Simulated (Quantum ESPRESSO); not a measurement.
# Pb (Im-3m) in Quantum ESPRESSO: single point with PBEsol

Aim: the single point of Pb with PBEsol.

All numbers are computed with Quantum ESPRESSO 7.5; they aren't measurements. Logs are shortened: lines on timing, memory, paths and dates and some standing lists are left out, and cuts for length are marked.

### 1 Starting point

The structure is cubic, space group Im-3m (No. 229). The conventional cell has a = 3.959 Å, b = 3.959 Å, c = 3.959 Å, α = 90.00°, β = 90.00°, γ = 90.00°. Pb (site symmetry m-3m) has 8 Pb at 3.43 Å as nearest neighbours.

This isn't the form of Pb at room conditions, which is fcc.

### 2 Single point, PBEsol

run.py

```python
import numpy as np
from ase.calculators.espresso import Espresso, EspressoProfile
import spglib
from ase import Atoms
from ase.io import read

atoms = read('Pb.cif')
cell, pos, num = spglib.standardize_cell((atoms.cell[:], atoms.get_scaled_positions(), atoms.numbers), to_primitive=True, symprec=1e-4)
atoms = Atoms(numbers=num, cell=cell, scaled_positions=pos, pbc=True)

input_data = {
    'control': {'calculation': 'scf', 'prefix': 'pwscf', 'outdir': './tmp', 'tprnfor': True, 'tstress': True, 'disk_io': 'nowf'},
    'system': {'ecutwfc': 45.0, 'ecutrho': 360.0, 'nbnd': 13, 'occupations': 'smearing', 'smearing': 'fd', 'degauss': 0.00367493},
    'electrons': {'conv_thr': 2e-10, 'electron_maxstep': 120, 'mixing_beta': 0.5},
}
pseudopotentials = {'Pb': 'pb_pbesol_v1.uspp.F.UPF'}
profile = EspressoProfile(command='mpirun -n 2 pw.x -nk 2', pseudo_dir='pseudo')
dft = Espresso(profile=profile, input_data=input_data, pseudopotentials=pseudopotentials, kpts=(9, 9, 9), koffset=(0, 0, 0))
atoms.calc = dft

print(f'energy {atoms.get_potential_energy():.8f} eV')
print('forces (eV/A)')
print(np.round(atoms.get_forces(), 6))
print('stress (eV/A^3, Voigt)')
print(np.round(atoms.get_stress(), 8))
print(f'Fermi level {dft.get_fermi_level():.4f} eV')
```

Pb.cif

```cif
data_Pb
_cell_length_a 3.95931913
_cell_length_b 3.95931913
_cell_length_c 3.95931913
_cell_angle_alpha 90.00000000
_cell_angle_beta 90.00000000
_cell_angle_gamma 90.00000000
_space_group_name_H-M_alt 'Im-3m'
_space_group_name_Hall '-I 4 2 3'
_space_group_IT_number 229
loop_
_space_group_symop_operation_xyz
'x,y,z'
'-x,-y,-z'
'-y,x,z'
'y,-x,-z'
'-x,-y,z'
'x,y,-z'
'y,-x,z'
'-y,x,-z'
'x,-y,-z'
'-x,y,z'
'-y,-x,-z'
'y,x,z'
'-x,y,-z'
'x,-y,z'
'y,x,-z'
'-y,-x,z'
'z,x,y'
'-z,-x,-y'
'z,-y,x'
'-z,y,-x'
'z,-x,-y'
'-z,x,y'
'z,y,-x'
'-z,-y,x'
'-z,x,-y'
'z,-x,y'
'-z,-y,-x'
'z,y,x'
'-z,-x,y'
'z,x,-y'
'-z,y,x'
'z,-y,-x'
'y,z,x'
'-y,-z,-x'
'x,z,-y'
'-x,-z,y'
'-y,z,-x'
'y,-z,x'
'-x,z,y'
'x,-z,-y'
'-y,-z,x'
'y,z,-x'
'-x,-z,-y'
'x,z,y'
'y,-z,-x'
'-y,z,x'
'x,-z,y'
'-x,z,-y'
'x+1/2,y+1/2,z+1/2'
'-x+1/2,-y+1/2,-z+1/2'
'-y+1/2,x+1/2,z+1/2'
'y+1/2,-x+1/2,-z+1/2'
'-x+1/2,-y+1/2,z+1/2'
'x+1/2,y+1/2,-z+1/2'
'y+1/2,-x+1/2,z+1/2'
'-y+1/2,x+1/2,-z+1/2'
'x+1/2,-y+1/2,-z+1/2'
'-x+1/2,y+1/2,z+1/2'
'-y+1/2,-x+1/2,-z+1/2'
'y+1/2,x+1/2,z+1/2'
'-x+1/2,y+1/2,-z+1/2'
'x+1/2,-y+1/2,z+1/2'
'y+1/2,x+1/2,-z+1/2'
'-y+1/2,-x+1/2,z+1/2'
'z+1/2,x+1/2,y+1/2'
'-z+1/2,-x+1/2,-y+1/2'
'z+1/2,-y+1/2,x+1/2'
'-z+1/2,y+1/2,-x+1/2'
'z+1/2,-x+1/2,-y+1/2'
'-z+1/2,x+1/2,y+1/2'
'z+1/2,y+1/2,-x+1/2'
'-z+1/2,-y+1/2,x+1/2'
'-z+1/2,x+1/2,-y+1/2'
'z+1/2,-x+1/2,y+1/2'
'-z+1/2,-y+1/2,-x+1/2'
'z+1/2,y+1/2,x+1/2'
'-z+1/2,-x+1/2,y+1/2'
'z+1/2,x+1/2,-y+1/2'
'-z+1/2,y+1/2,x+1/2'
'z+1/2,-y+1/2,-x+1/2'
'y+1/2,z+1/2,x+1/2'
'-y+1/2,-z+1/2,-x+1/2'
'x+1/2,z+1/2,-y+1/2'
'-x+1/2,-z+1/2,y+1/2'
'-y+1/2,z+1/2,-x+1/2'
'y+1/2,-z+1/2,x+1/2'
'-x+1/2,z+1/2,y+1/2'
'x+1/2,-z+1/2,-y+1/2'
'-y+1/2,-z+1/2,x+1/2'
'y+1/2,z+1/2,-x+1/2'
'-x+1/2,-z+1/2,-y+1/2'
'x+1/2,z+1/2,y+1/2'
'y+1/2,-z+1/2,-x+1/2'
'-y+1/2,z+1/2,x+1/2'
'x+1/2,-z+1/2,y+1/2'
'-x+1/2,z+1/2,-y+1/2'
loop_
_atom_site_label
_atom_site_type_symbol
_atom_site_symmetry_multiplicity
_atom_site_Wyckoff_symbol
_atom_site_fract_x
_atom_site_fract_y
_atom_site_fract_z
_atom_site_occupancy
Pb1 Pb 2 a 0.0000000000 0.0000000000 0.0000000000 1
```

Potentials or basis: GBRV 1.5 PBEsol.

The run is started by

```
OMP_NUM_THREADS=1 python run.py
```

Standard output:

```text
energy -2229.76787885 eV
forces (eV/A)
[[0. 0. 0.]]
stress (eV/A^3, Voigt)
[ 0.01340326  0.01340326  0.01340326 -0.         -0.         -0.        ]
Fermi level 10.7908 eV
```

espresso.pwi:

```text
&CONTROL
   calculation      = 'scf'
   tstress          = .true.
   tprnfor          = .true.
   outdir           = './tmp'
   prefix           = 'pwscf'
   disk_io          = 'nowf'
   pseudo_dir       = 'pseudo'
/
&SYSTEM
   nbnd             = 13
   ecutwfc          = 45.0
   ecutrho          = 360.0
   occupations      = 'smearing'
   degauss          = 0.00367493
   smearing         = 'fd'
   ntyp             = 1
   nat              = 1
   ibrav            = 0
/
&ELECTRONS
   electron_maxstep = 120
   conv_thr         = 2e-10
   mixing_beta      = 0.5
/
&IONS
/
&CELL
/
&FCP
/
&RISM
/
ATOMIC_SPECIES
Pb 207.2 pb_pbesol_v1.uspp.F.UPF

K_POINTS automatic
9 9 9  0 0 0

CELL_PARAMETERS angstrom
-1.97965956500000 1.97965956500000 1.97965956500000
1.97965956500000 -1.97965956500000 1.97965956500000
1.97965956500000 1.97965956500000 -1.97965956500000

ATOMIC_POSITIONS angstrom
Pb 0.0000000000 0.0000000000 0.0000000000
```

espresso.pwo:

```text
This program is part of the open-source Quantum ESPRESSO suite
     for quantum simulation of materials; please cite
         "P. Giannozzi et al., J. Phys.:Condens. Matter 21 395502 (2009);
         "P. Giannozzi et al., J. Phys.:Condens. Matter 29 465901 (2017);
         "P. Giannozzi et al., J. Chem. Phys. 152 154105 (2020);
     in publications or presentations arising from this work. More details at

Warning: card &CELL ignored
Warning: card &FCP ignored
Warning: card &RISM ignored

     Message from routine setup:
[... 7 lines left out ...]
     --------------------
     sticks:   dense  smooth     PW     G-vecs:    dense   smooth      PW
     Sum        1137     561    173                24295     8583    1505

     Using Slab Decomposition

     bravais-lattice index     =            0
     lattice parameter (alat)  =       6.4796  a.u.
     unit-cell volume          =     209.4248 (a.u.)^3
     number of atoms/cell      =            1
     number of atomic types    =            1
     number of electrons       =        14.00
     number of Kohn-Sham states=           13
     kinetic-energy cutoff     =      45.0000  Ry
     charge density cutoff     =     360.0000  Ry
     scf convergence threshold =      2.0E-10
     mixing beta               =       0.5000
     number of iterations used =            8  plain     mixing
     Exchange-correlation= SLA  PW   PSX  PSC
                           (   1   4  10   8   0   0   0)

     celldm(1)=   6.479627  celldm(2)=   0.000000  celldm(3)=   0.000000
     celldm(4)=   0.000000  celldm(5)=   0.000000  celldm(6)=   0.000000

     crystal axes: (cart. coord. in units of alat)
               a(1) = (  -0.577350   0.577350   0.577350 )
               a(2) = (   0.577350  -0.577350   0.577350 )
               a(3) = (   0.577350   0.577350  -0.577350 )

     reciprocal axes: (cart. coord. in units 2 pi/alat)
               b(1) = ( -0.000000  0.866025  0.866025 )
               b(2) = (  0.866025 -0.000000  0.866025 )
               b(3) = (  0.866025  0.866025  0.000000 )

     PseudoPot. # 1 for Pb read from file:
     pb_pbesol_v1.uspp.F.UPF
     Pseudo is Ultrasoft + core correction, Zval = 14.0
     Generated by new atomic code, or converted to UPF format
     Using radial grid of  899 points,  6 beta functions with:
                l(1) =   0
                l(2) =   0
                l(3) =   1
                l(4) =   1
                l(5) =   2
                l(6) =   2
     Q(r) pseudized with  6 coefficients,  rinner =    1.000   1.000   1.000
                                                       1.000   1.000

     atomic species   valence    mass     pseudopotential
     Pb               14.00   207.20000     Pb( 1.00)

     48 Sym. Ops., with inversion, found

   Cartesian axes

     site n.     atom                  positions (alat units)
         1        Pb     tau(   1) = (   0.0000000   0.0000000   0.0000000  )

     number of k points=    35  Fermi-Dirac smearing, width (Ry)=  0.0037
                       cart. coord. in units 2pi/alat
        k(    1) = (   0.0000000   0.0000000   0.0000000), wk =   0.0027435
        k(    2) = (   0.0962250   0.0962250   0.0000000), wk =   0.0329218
        k(    3) = (   0.1924501   0.1924501   0.0000000), wk =   0.0329218
        k(    4) = (   0.2886751   0.2886751   0.0000000), wk =   0.0329218
        k(    5) = (   0.3849002   0.3849002   0.0000000), wk =   0.0329218
        k(    6) = (   0.1924501   0.0962250   0.0962250), wk =   0.0658436
[... 27 lines left out ...]
        k(   34) = (  -0.7698004  -0.0962250  -0.0962250), wk =   0.0219479
        k(   35) = (   0.0000000   0.0000000   0.7698004), wk =   0.0164609

     Dense  grid:    24295 G-vectors     FFT dimensions: (  40,  40,  40)

     Smooth grid:     8583 G-vectors     FFT dimensions: (  27,  27,  27)

     Check: negative core charge=   -0.000002

     Initial potential from superposition of free atoms

     starting charge      13.9979, renormalised to      14.0000

     negative rho (up, down):  1.507E-02 0.000E+00
     Starting wfcs are    9 randomized atomic wfcs +    4 random wfcs

     Self-consistent Calculation

     iteration #  1     ecut=    45.00 Ry     beta= 0.50
     Davidson diagonalization with overlap
     ethr =  1.00E-02,  avg # of iterations =  4.5

     Threshold (ethr) on eigenvalues was too large:
     Diagonalizing with lowered threshold

     Davidson diagonalization with overlap
     c_bands:  1 eigenvalues not converged
     c_bands:  1 eigenvalues not converged
     ethr =  2.15E-05,  avg # of iterations =  8.8

     negative rho (up, down):  1.508E-02 0.000E+00

     total energy              =    -163.88450934 Ry
     estimated scf accuracy    <       0.00301971 Ry
[... 46 lines left out ...]
     iteration #  7     ecut=    45.00 Ry     beta= 0.50
     Davidson diagonalization with overlap
     ethr =  3.57E-12,  avg # of iterations =  2.9

     negative rho (up, down):  1.535E-02 0.000E+00

     End of self-consistent calculation

          k = 0.0000 0.0000 0.0000 (  1055 PWs)   bands (ev):

    -6.2997  -6.2997  -6.2997  -6.0737  -6.0737  -0.8601  18.1806  18.1806
    18.1806  18.5035  21.8663  21.8663  21.8663
[... 68 lines left out ...]
    -6.3424  -6.2600  -6.0868  -6.0801  -6.0099   2.8798   7.7293  11.8780
    13.4340  18.5198  21.7071  22.7442  25.0496

          k =-0.0000-0.0000 0.1925 (  1044 PWs)   bands (ev):

    -6.2739  -6.2739  -6.2612  -6.1049  -6.0712  -0.3704  15.4010  16.6182
    16.6182  18.5235  19.7210  21.7637  21.7637

          k = 0.3849 0.2887 0.2887 (  1078 PWs)   bands (ev):
[... 11 lines left out ...]
    -6.2905  -6.2483  -6.1597  -6.1320  -6.0802   0.3580  12.6731  15.2514
    15.7989  18.5221  19.1863  21.3307  21.5254

          k =-0.0000-0.1925 0.3849 (  1064 PWs)   bands (ev):

    -6.3151  -6.2539  -6.1294  -6.0933  -6.0347   1.5186   9.7040  14.1243
    15.1646  18.5184  19.5372  20.9739  20.9791

          k = 0.0962-0.0962 0.3849 (  1068 PWs)   bands (ev):
[... 11 lines left out ...]
    -6.2912  -6.2368  -6.1397  -6.1087  -5.9936   2.5441   8.7521  11.8062
    15.3616  18.5186  19.2277  20.2599  23.3901

          k =-0.7698-0.2887-0.2887 (  1069 PWs)   bands (ev):

    -6.2970  -6.2452  -6.1507  -6.0912  -5.9594   3.3435   7.5714  11.4262
    15.2492  18.5171  19.5110  20.9284  21.7284

          k =-0.6736-0.1925-0.2887 (  1069 PWs)   bands (ev):

    -6.2832  -6.2186  -6.1784  -6.0580  -5.9947   3.5046   8.4254   9.7293
    15.7910  18.5165  19.6231  19.9488  21.2284

          k = 0.3849 0.3849 0.3849 (  1085 PWs)   bands (ev):
[... 6 lines left out ...]
    -6.1943  -6.1943  -6.1852  -6.1634  -6.1094   1.0696  12.3634  13.9158
    13.9158  17.5164  18.5251  23.3443  23.3443

          k =-0.0000-0.0962 0.4811 (  1065 PWs)   bands (ev):

    -6.2350  -6.2011  -6.1627  -6.1263  -6.0476   2.1899  10.2403  12.8210
    13.4118  17.3910  18.5248  22.9818  23.1367

          k = 0.0000-0.1925 0.5774 (  1067 PWs)   bands (ev):
[... 6 lines left out ...]
    -6.2627  -6.2139  -6.1738  -6.0710  -5.9937   3.3350   9.2711  10.9761
    13.6368  17.2266  18.5249  20.4626  22.5924

          k =-0.7698-0.1925-0.1925 (  1076 PWs)   bands (ev):

    -6.2687  -6.2390  -6.1773  -6.0371  -5.9696   4.0202   8.5809  10.2848
    13.8334  17.9253  18.5262  18.8447  22.3848

          k =-0.0000-0.0000 0.5774 (  1080 PWs)   bands (ev):

    -6.2787  -6.2225  -6.0772  -6.0772  -6.0522   3.2295  10.5805  11.7387
    11.7387  16.0817  18.5249  20.2467  25.8458

          k = 0.0000-0.0962 0.6736 (  1077 PWs)   bands (ev):

    -6.3052  -6.2762  -6.0752  -6.0328  -5.9734   4.2898   9.3310  11.1446
    11.7426  16.2612  18.0267  18.5273  25.4827

          k =-0.7698-0.0962-0.0962 (  1072 PWs)   bands (ev):

    -6.3127  -6.3127  -6.0568  -5.9795  -5.9795   4.7969   9.8243   9.8243
    11.9782  16.4835  16.4835  18.5268  25.4077

          k = 0.0000 0.0000 0.7698 (  1064 PWs)   bands (ev):

    -6.3409  -6.3324  -5.9835  -5.9835  -5.9795   5.1741  10.2713  10.5508
    10.5508  15.3874  16.0544  18.5273  27.0570

     the Fermi energy is    10.7908 ev

!    total energy              =    -163.88493065 Ry
     estimated scf accuracy    <          1.5E-11 Ry
     smearing contrib. (-TS)   =      -0.00040965 Ry
     internal energy E=F+TS    =    -163.88452100 Ry

     The total energy is F=E-TS. E is the sum of the following terms:
     one-electron contribution =     -32.05947779 Ry
     hartree contribution      =      26.54737099 Ry
     xc contribution           =     -63.03867845 Ry
     ewald contribution        =     -95.33373575 Ry

     convergence has been achieved in   7 iterations

     negative rho (up, down):  1.535E-02 0.000E+00

     Forces acting on atoms (cartesian axes, Ry/au):

     atom    1 type  1   force =     0.00000000    0.00000000    0.00000000

     Total force =     0.000000     Total SCF correction =     0.000000

     Computing stress (Cartesian axis) and pressure

     negative rho (up, down):  1.535E-02 0.000E+00
          total   stress  (Ry/bohr**3)                   (kbar)     P=      -21.47
  -0.00014598   0.00000000   0.00000000          -21.47        0.00        0.00
   0.00000000  -0.00014598   0.00000000            0.00      -21.47        0.00
   0.00000000   0.00000000  -0.00014598            0.00        0.00      -21.47

=------------------------------------------------------------------------------=
   JOB DONE.
=------------------------------------------------------------------------------=
```

Wall time 6.2 s (2 MPI ranks of Arm Neoverse V1, shared host); peak memory 0.18 GiB.

What came out:

- Free energy: -2229.7681 eV
- Pressure: -2.1 GPa
- Band gap on the k mesh: none (metal or under the smearing width)

Spin-orbit coupling is left out, which matters for the levels of Pb.

### 3 For comparison

An earlier run on the cell as given: functional PBEsol; potentials or basis GBRV 1.5 PBEsol; cutoff 612 eV; density cutoff 4898 eV; k mesh 9 × 9 × 9; occupations fermi-dirac, width 0.05 eV; no spin polarisation.

* Pressure: -2.1 GPa
* Band gap on the k mesh: none (metal or under the smearing width)
